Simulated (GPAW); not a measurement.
# A GW chain in GPAW: CaO (Fm-3m), part 2 of 2

Aim: the G0W0 gap of CaO (Fm-3m) on PBE, step by step.

GPAW 26.7.0; PBE and many-body steps on it, plane waves. Known limits of the many-body steps: not at the basis limit.

So far. Step 3 (Bands along the symmetry lines): The gap is 3.693 eV, as in the run before at this level. Step 4 (Empty states on the mesh, 6×6×6 mesh, 98 bands): On this mesh the gap is 3.693 eV.

## (5) Screening and self-energy, 6×6×6 mesh, 88 bands, screening to 125 eV

G0W0 replaces the xc potential by the self-energy, built once from these orbitals. Only a window of levels is corrected, while the sums run over the empty bands that the input names.

This step: G0W0 on PBE, plane waves, PAW.

File run.py:

```python
import json
import numpy as np
from gpaw.mpi import world
from gpaw.response.g0w0 import G0W0

gw = G0W0('full.gpw',
    filename='gw',
    kpts=[0, 12],
    bands=(6, 10),
    ecut=125,
    nbands=88,
    integrate_gamma='WS',
    ppa=True)
gw.calculate()
res = {mode: {k: v for k, v in r.items() if k != 'sigma_eskwn'}
       for mode, r in gw.all_results.items()}

if world.rank == 0:
    with open('result.json', 'w') as f:
        json.dump(res, f, default=lambda x: x.tolist())
```

Run with:

```console
mpirun -n 4 gpaw python run.py
```

Numbers of over 12 decimals in the logs are rounded to 6 here.

Output:

```text
Using integrator: PointIntegrator
FrequencyGridDescriptor(from 0.000+0.000j to 0.000+27.211j eV, 2 points)
Nonperiodic BCs:  [False False False]
Using integrator: PointIntegrator
FrequencyGridDescriptor(from 0.000+0.000j to 0.000+27.211j eV, 2 points)
Nonperiodic BCs:  [False False False]
  ___  _ _ _
 |   || | | |
 | | || | | |
 |__ ||_____|
 |___|

BZ k-points: Symmetries present (total): 48

  [... matrices ...]
216 k-points: 6 x 6 x 6 Monkhorst-Pack grid + [1/12,1/12,1/12]
16 k-points in the irreducible part of the Brillouin zone
       k-points in crystal coordinates                weights
   0:     0.00000000    0.00000000    0.00000000          1/216
   1:     0.16666667    0.16666667    0.00000000          6/216
   2:     0.16666667    0.16666667    0.16666667          8/216
   3:     0.33333333    0.16666667    0.16666667         12/216
   4:     0.33333333    0.33333333   -0.33333333         12/216
   5:     0.33333333    0.33333333    0.00000000          6/216
   6:     0.33333333    0.33333333    0.16666667         24/216
   7:     0.33333333    0.33333333    0.33333333          8/216
   8:     0.50000000    0.33333333   -0.33333333         24/216
   9:     0.50000000    0.33333333   -0.16666667         12/216
          ...
  15:     0.50000000    0.50000000    0.50000000          4/216

Distributing spins, k-points and bands (1 x 2 x 4) over 4 processes
Number of blocks: 1

Quasi particle states:
k-points (IBZ indices): [0, 12]
Band range: (6, 10)
  [... matrices ...]
Computational parameters:
Plane wave cut-off: 125 eV
Number of bands: 88
Coulomb cutoff: None
Broadening: 0.1 eV

fxc modes: GW
Kernel: RPA
Using Godby-Needs plasmon-pole approximation:
  Fitting energy: i*E0, E0 = 1.000 Hartree
Summing all q:

Calculating screened Coulomb potential
No Coulomb truncation
FrequencyGridDescriptor(from 0.000+0.000j to 0.000+27.211j eV, 2 points)
Removing empty qpoint cache files...

Calculating chi0 body with:
    Ground state adapter containing:
    Number of spins: 1
    Number of kpoints: 216
    Number of irreducible kpoints: 16
    Number of completely occupied states: 8
    Number of partially occupied states: 8
    Occupied states memory: 0.9765625 M / cpu

    Linear response parametrization:
    q_c: [1.3877787807814457e-17, 1.3877787807814457e-17, 1.3877787807814457e-17]
    Number of frequency points: 2
    Planewave cutoff: 125.0
    Number of bands: 88
    Number of planewaves: 89
    Broadening (eta): 1e-06
    comm.size: 4
    kncomm.size: 4
    blockcomm.size: 1

    Memory estimate of potentially large arrays:
        chi0_wGG: 0.241730 M / cpu
Integrating chi0 body.

Symmetries of q_c:
    Direct symmetries (Uq -> q): 48
    Indirect symmetries (TUq -> q): 0
In total 48 allowed symmetries.

  [... matrices ...]
16 groups of equivalent kpoints. 92.592593% reduction.

Integral kind: response function
Integrating chi0 head and wings.

Symmetries of q_c:
    Direct symmetries (Uq -> q): 48
    Indirect symmetries (TUq -> q): 0
In total 48 allowed symmetries.

  [... matrices ...]
16 groups of equivalent kpoints. 92.592593% reduction.

Integral kind: response function wings

Calculating chi0 body with:
    Ground state adapter containing:
    Number of spins: 1
    Number of kpoints: 216
    Number of irreducible kpoints: 16
    Number of completely occupied states: 8
    Number of partially occupied states: 8
[... the further q-points ...]

Results:
f:      Occupation numbers
eps:     KS-eigenvalues [eV]
vxc:     KS vxc [eV]
exx:     Exact exchange [eV]
sigma:   Self-energies [eV]
dsigma:  Self-energy derivatives
Z:       Renormalization factors
qp:      QP-energies [eV]

k-point 0 (0): (0.000, 0.000, 0.000)                GW
band       f     eps     vxc     exx   sigma  dsigma       Z      qp
                                                                   GW
   6   1.000   4.774 -20.216 -25.441   4.114  -0.267   0.789   3.896
   7   1.000   4.774 -20.216 -25.441   4.114  -0.267   0.789   3.896
   8   0.000   9.507 -12.128  -7.580  -3.786  -0.179   0.848  10.153
   9   0.000  11.013 -14.936  -7.738  -4.519  -0.204   0.830  13.239

k-point 1 (12): (0.500, 0.500, 0.000)                GW
band       f     eps     vxc     exx   sigma  dsigma       Z      qp
                                                                   GW
   6   1.000   4.400 -19.820 -25.197   4.128  -0.266   0.790   3.414
   7   1.000   4.400 -19.820 -25.196   4.128  -0.266   0.790   3.414
   8   0.000   8.466 -12.155  -6.386  -4.018  -0.178   0.849   9.952
   9   0.000  12.797 -17.593 -10.005  -4.552  -0.213   0.824  15.300
```

Wall time 35 s (4 MPI ranks of Arm Neoverse V2, shared host); peak memory 1.2 GiB.

This step gave:

```yaml
g0w0_gap_on_the_points_computed: 6.056 eV
least_direct_g0w0_gap_on_the_computed_points: 6.256 eV
z_at_the_valence_top: 0.7890
z_at_the_conduction_bottom: 0.8486
starting_gap_on_the_mesh: 3.693 eV
k_of_the_valence_top: 0, 0, 0
k_of_the_conduction_bottom: 0.5, 0.5, 0
```

The gap on the mesh goes from 3.69 eV to 6.06 eV, a correction of +2.36 eV.

Limits: finite bands, cutoff and mesh. v1 is the top filled band, c1 the lowest empty one. The levels before and after the correction (eV, zero at the valence-band top of each column):

|  | conduction bottom | valence top |
| --- | --- | --- |
| Kohn-Sham | 3.69 | 0.00 |
| G0W0 | 6.06 | 0.00 |

|  | level | energy (eV) |
| --- | --- | --- |
| Kohn-Sham | Γ v2-v1 | 0.000 |
| Kohn-Sham | Γ c1 | 4.733 |
| Kohn-Sham | Γ c2 | 6.240 |
| Kohn-Sham | (0.5 0.5 0) v2-v1 | -0.374 |
| Kohn-Sham | (0.5 0.5 0) c1 | 3.693 |
| Kohn-Sham | (0.5 0.5 0) c2 | 8.023 |
| G0W0 | Γ v2-v1 | 0.000 |
| G0W0 | Γ c1 | 6.256 |
| G0W0 | Γ c2 | 9.343 |
| G0W0 | (0.5 0.5 0) v2-v1 | -0.482 |
| G0W0 | (0.5 0.5 0) c1 | 6.056 |
| G0W0 | (0.5 0.5 0) c2 | 11.403 |

## (6) Where the time went

Times are wall times on 4 MPI ranks of Arm Neoverse V2, shared host, good to a factor of about two.

| step | time | share | memory (GiB) |
| --- | --- | --- | --- |
| ground state | 4 s | 8 % | 0.59 |
| bands along the symmetry lines | 3.9 s | 8 % | 0.57 |
| empty states on the mesh | 6 s | 12 % | 0.92 |
| screening and self-energy | 35 s | 71 % | 1.2 |

## (7) Outcome

* PBE gap: 3.69 eV, indirect
* G0W0 gap on the mesh: 6.06 eV
* GW settings: 6×6×6 mesh, 88 bands, screening to 125 eV, Godby-Needs plasmon pole
* known limits: not at the basis limit

In words: G0W0 moves the gap on the mesh from 3.69 eV to 6.06 eV (+2.36 eV), with Z of 0.79 and 0.85 at the edges. Only 2 of the mesh's irreducible points were corrected, so a valley elsewhere could overtake. The dearest step here is «screening and self-energy». Bands and cutoff are finite, so the gap is not at the basis limit. The miss can reach some tenths of an eV and take either sign; the mesh is an error of its own. These stock PAW sets were not made for GW. In the G0W0 run levels were corrected at 2 k points alone, so a gap called «on the mesh» is the least over those, and an edge elsewhere would be missed.

[Paths, hosts, dates, memory and timing lines, banners, echoed tables and standing remarks are left out of the program output.]

[Logs are printed without paths, hosts, clocks, repeated set-up lines and the standing remarks that a program may print on its own settings, such as how far it seeks lower states.]

[Runs of the session that timed out or met a known fault of the program may be left out.]

[Hosts, paths, dates, database ids (printed as entryN), source tags and the programs' standing remarks are cut or masked in the printed files.]
